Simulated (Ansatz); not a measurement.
The system is InPd.

```
In Pd
1.0
     3.27188    0.00000    0.00000
     0.00000    3.27188    0.00000
     0.00000    0.00000    3.27188
In Pd
1 1
Direct
  0.00000 0.00000 0.00000
  0.50000 0.50000 0.50000
```

The cell comes from a database or a generator and needn't be the stable form of this composition.

Below is the output of Ansatz 0.2.0 for this cell. Logs are shortened: lines on timing, memory, paths and dates and some standing lists are left out, and cuts for length are marked.

```text
Warning: RAYON_NUM_THREADS=2 ignored (pool sized by the plan → 2); use --threads N
scf.n_extra_bands = 6 over 16 filled bands (N_el = 31.0): the run solves 22 bands
Engine: ansatz 0.2.0, x86_64-unknown-linux-gnu
Pseudopotentials: kind: paw
Pseudopotential: In, paw, valence charge 13, recommended cutoff 420 eV (normal), In.paw.azcp
Pseudopotential: Pd, paw, valence charge 18, recommended cutoff 420 eV (normal), Pd.paw.azcp
Functional definition: PBEsol
  exchange = pbesol_x
  correlation = pbesol_c
Crystal: 2 atoms, lattice volume = 35.026 Å³
Basis set: ecut = 420 eV, 691 PW (Γ), exchange–correlation on 48×48×48 points (8 copies of the dense FFT grid, shifted against one another)
Bands: 22, of which v1, the nominal top of the filled ones, is band 16 counted from 1 (15 counted from 0)
Symmetry: 48 space group operations
Space group: Pm-3m (ITA 221), of the structure as read, at distance tolerance 3.3e-5 Å
k-points: 35 of 512
Non-local potential: In, projectors of the file, l = 0: 2, l = 1: 2, l = 2: 2, l = 3: 2
Non-local potential: Pd, projectors of the file, l = 0: 2, l = 1: 2, l = 2: 2, l = 3: 1
PAW form: soft (Blöchl's): semilocal exchange-correlation on the pseudo side does not see the compensation charge
PAW frozen core: In, regenerated for the run's functional, and the local potential with it (the file was generated under x = pbe(κ = 0.804, μ = 0.2195149727645171), c = pbe(β = 0.06672455060314922))
PAW frozen core: Pd, regenerated for the run's functional, and the local potential with it (the file was generated under x = pbe(κ = 0.804, μ = 0.2195149727645171), c = pbe(β = 0.06672455060314922))
PAW one-centre angular grid: In, 590 points (default); XC on 64 Gauss nodes
PAW one-centre angular grid: Pd, 590 points (default); XC on 64 Gauss nodes
Initial density: superposition of atomic densities (neutral atoms: chi_scale 0, normalization atom), corrected by the library's trained network
Initial wavefunctions: pseudopotential atomic-orbital guess
Functional: x = pbesol(κ = 0.804, μ = 0.12345679012345678), c = pbesol(β = 0.046)
SCF iter   1: F=—  HF=-12433.120234 eV  |F-HF|=—  |Δ(HF+E_count)|=         —  Δρ=7.87e-3  dr2=2.22e-2  ethr=1.77e-3  ⟨swp⟩=5.9  Hψ=3546  notcnv=0
preconditioner: auto → none  [insulator: Δε(μ)=0.347 eV  Ē_g=16.324 eV  σ=0.050 eV  W_gap=0.64  n_scr=6 (ndim 8)  ℏωp=30.1 eV  f_vac=0.000  D(μ)=1.38/eV (n_scr^D=6)  ε∞_Penn≈4.4]
SCF iter   2: F=—  HF=-12433.115298 eV  |F-HF|=—  |Δ(HF+E_count)|=   4.94e-3  Δρ=1.42e-3  dr2=6.39e-4  ethr=7.17e-5  ⟨swp⟩=2.5  Hψ=1542  notcnv=0  defer=47
SCF iter   3: F=—  HF=-12433.115190 eV  |F-HF|=—  |Δ(HF+E_count)|=   1.08e-4  Δρ=5.16e-4  dr2=5.45e-5  ethr=2.06e-6  ⟨swp⟩=1.3  Hψ=730  notcnv=0  defer=47
SCF iter   4: F=—  HF=-12433.115183 eV  |F-HF|=—  |Δ(HF+E_count)|=   6.97e-6  Δρ=5.86e-5  dr2=7.37e-7  ethr=1.76e-7  ⟨swp⟩=2.1  Hψ=1166  notcnv=0  defer=47
iter 5 did not close the SCF: its close was put off for the readings that it lacked (scf_convergence_deferred on its scf_iter line)
SCF iter   5: F=-12433.115183 eV  HF=-12433.115183 eV  |F-HF|=1.72e-8  |Δ(HF+E_count)|=   9.49e-8  Δρ=1.08e-5  dr2=1.60e-8  ethr=2.38e-9  ⟨swp⟩=2.6  Hψ=1132  notcnv=0  defer=47
SCF iter   6: F=-12433.115183 eV  HF=-12433.115183 eV  |F-HF|=1.20e-10  |Δ(HF+E_count)|=   2.23e-8  Δρ=8.41e-7  dr2=1.89e-10  ethr=5.17e-11  ⟨swp⟩=8.5  Hψ=4492  notcnv=0
SCF 1 converged in 6 iterations: F = -12433.115183 eV  dr2 = 1.89e-10
  greatest PAW one-centre occupation: 0.999 electrons in one spin orbital (limit 2), on the Pd atom at site 1 (counted from 0), in its partial waves of l = 0
NSCF: frozen V_eff on 86 k-points
SCF converged after 6 iterations
Free energy (F): -12433.115183 eV
Harris-Foulkes:  -12433.115183 eV  (|F-HF|=1.20e-10)
Internal energy: -12433.104992 eV  (E = F + TS)
E sigma→0 (E₀):  -12433.110087 eV
Entropy (-TS):   -0.010192 eV (-5.096 meV/atom)
Fermi energy:    16.473196 eV
--- Per-component energies (eV) ---
  E_band       = -148.638248
  E_kinetic    = 760.004405
  E_local      = -2901.582145  (includes V_loc(G=0)·N_el)
  E_nonlocal   = 588.613359
  E_hartree    = 1176.250795
  E_xc         = -381.736562
  E_vxc        = -311.982809  (∫ρ·V_xc dr)
  E_paw        = -7771.278503  (= ΣΔE_a)
  E_vpaw       = -636.193099  (= ΣTr[D̂ρ^β])
  E_aug_tail   = 0.000242  (compensation charges beyond the density's cutoff)
  E_ewald      = -3903.915009
  E_core_change = 0.538427  (= ΣΔE_core)
  E_smearing   = -0.010192  (= −TS)
  E_closure    = 0.000000  (closes the sum)
  Σ components = -12433.115183   (vs F -12433.115183, Δ=0.00e0)
--- Forces (eV/Å), atoms counted from 1 ---
  atom   1  In     0.00000000    -0.00000000    -0.00000000
  atom   2  Pd     0.00000000     0.00000000    -0.00000000
  max |Σ_I F_I| component: 2.75e-29 eV/Å
--- Stress (GPa, compression-positive) ---
       -2.973885      -0.000000      -0.000000
       -0.000000      -2.973885       0.000000
       -0.000000       0.000000      -2.973885
  P = ⅓ Tr σ = -2.9739 GPa (-29.739 kbar)
--- Band table (eV; the first three rows and the last of 35) ---
  k-point 0: bands = ["-67.8803", "-33.6445", "-33.6445", "-33.6445", "1.6914", "1.6914", "2.1041", "2.1041", "2.1041", "6.4627", "12.7610", "12.7610", "14.3067", "14.3067", "14.3067", "20.7431", "20.7431", "20.7431", "25.9175", "27.1570", "27.1570", "32.4724"]
  k-point 1: bands = ["-67.8800", "-33.6493", "-33.6442", "-33.6442", "1.7000", "1.7436", "2.0883", "2.0883", "2.1089", "6.7115", "12.7631", "12.7953", "14.1271", "14.1271", "14.2956", "19.2499", "21.2334", "21.2334", "26.3705", "27.0651", "28.6133", "31.9671"]
  k-point 2: bands = ["-67.8795", "-33.6607", "-33.6434", "-33.6434", "1.7209", "1.8690", "2.0503", "2.0503", "2.1205", "7.4517", "12.7050", "12.7683", "13.7514", "13.7514", "14.2689", "17.0158", "22.5370", "22.5370", "26.5252", "26.8247", "31.1492", "31.4684"]
  k-point 34: bands = ["-67.8757", "-33.6709", "-33.6709", "-33.6709", "1.8290", "1.8290", "1.8290", "2.3211", "2.3211", "11.6938", "11.6938", "11.6938", "14.9299", "14.9299", "16.4415", "20.3321", "20.3321", "20.3321", "20.9630", "20.9630", "20.9630", "22.1890"]
```

Write the input and the command behind it.

Band structure with PBEsol, no spin polarisation. The files as run (others can give the same):

input.yaml
```yaml
crystal:
  lattice:
    - [3.27188478, 0.0, 0.0]
    - [0.0, 3.27188478, 0.0]
    - [0.0, 0.0, 3.27188478]
  atoms:
    - { symbol: In, position: [0.0, 0.0, 0.0] }
    - { symbol: Pd, position: [0.5, 0.5, 0.5] }
hamiltonian:
  xc: pbesol
  pseudopotentials: { kind: paw }
kpoints:
  mp_grid: { grid: [8, 8, 8] }
  band_path:
    path:
      - [[0.0, 0.0, 0.0], [0.0, 0.5, 0.0], [0.5, 0.5, 0.0], [0.0, 0.0, 0.0], [0.5, 0.5, 0.5], [0.0, 0.5, 0.0]]
      - [[0.5, 0.5, 0.0], [0.5, 0.5, 0.5]]
    npoints: 14
scf:
  occupations: { method: fermi_dirac, width: 0.05 }
  n_extra_bands: 6
output:
  forces: true
  stress: true
  eigenvalues: true
  fatbands: false
  write_density: true
  write_potential: true
  elf: true
  volumetric_format: npy
```

Potentials or basis: Ansatz PAW.
Launch:
```console
$ ansatz run input.yaml --threads 2 --pin off --max-ram 5632MiB --backend cpu --events-out ev --progress --plain --runs-dir out
```

Caveat: spin-orbit coupling is left out, which moves the levels of the heavy elements; the PAW data sets come from PBE, with cores solved anew for the run's functional, which leaves a small shift of forces and pressure.
